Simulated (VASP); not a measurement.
Here is a VASP 6.6.1 calculation.

Contents of INCAR:

```
SYSTEM = BaH2
PREC = Accurate
ENCUT = 520
EDIFF = 1E-6
ISMEAR = 0
SIGMA = 0.02
LREAL = .FALSE.
LASPH = .TRUE.
NELM = 80
ALGO = Normal
ISIF = 2
LWAVE = .FALSE.
LCHARG = .FALSE.
LNONCOLLINEAR = .TRUE.
MAGMOM = 0 0 0 0 0 0 0 0 0 0 0 0 0 0 0 0 0 0
LORBIT = 11
LSORBIT = .TRUE.
GGA_COMPAT = .FALSE.
METAGGA = R2SCAN
LMIXTAU = .TRUE.
NBANDS = 40
KPAR = 4
```

The input KPOINTS:

```
Automatic mesh
0
G
  6 6 4
  0 0 0
```

Contents of POSCAR:

```
BaH2
1.0
    4.4620250523      0.0000000000      0.0000000000
   -2.2310125262      3.8642270477      0.0000000000
    0.0000000000      0.0000000000      6.0552925900
Ba H
2 4
Direct
    0.3333333333      0.6666666667      0.2500000000
    0.6666666667      0.3333333333      0.7500000000
    0.0000000000      0.0000000000      0.0000000000
    0.0000000000      0.0000000000      0.5000000000
    0.6666666667      0.3333333333      0.2500000000
    0.3333333333      0.6666666667      0.7500000000
```

File KPOINTS_OPT:

```
path GMKGALHA,LM,KH
10
line-mode
reciprocal
 0.0000000000  0.0000000000  0.0000000000  G
 0.5000000000  0.0000000000  0.0000000000  M

 0.5000000000  0.0000000000  0.0000000000  M
 0.3333333333  0.3333333333  0.0000000000  K

 0.3333333333  0.3333333333  0.0000000000  K
 0.0000000000  0.0000000000  0.0000000000  G

 0.0000000000  0.0000000000  0.0000000000  G
 0.0000000000  0.0000000000  0.5000000000  A

 0.0000000000  0.0000000000  0.5000000000  A
 0.5000000000  0.0000000000  0.5000000000  L

 0.5000000000  0.0000000000  0.5000000000  L
 0.3333333333  0.3333333333  0.5000000000  H

 0.3333333333  0.3333333333  0.5000000000  H
 0.0000000000  0.0000000000  0.5000000000  A

 0.5000000000  0.0000000000  0.5000000000  L
 0.5000000000  0.0000000000  0.0000000000  M

 0.3333333333  0.3333333333  0.0000000000  K
 0.3333333333  0.3333333333  0.5000000000  H
```

Potentials or basis: VASP PAW PBE potentials, release 64 (Ba_sv, H).

Launch:

```sh
$ cat potpaw_PBE.64/Ba_sv/POTCAR potpaw_PBE.64/H/POTCAR > POTCAR
$ mpirun -np 4 vasp_ncl > vasp.out
```

What does it give for the pressure?

-0.1 GPa.

Caveat: the PAW data sets were made with another functional, which shifts forces and pressure a little.
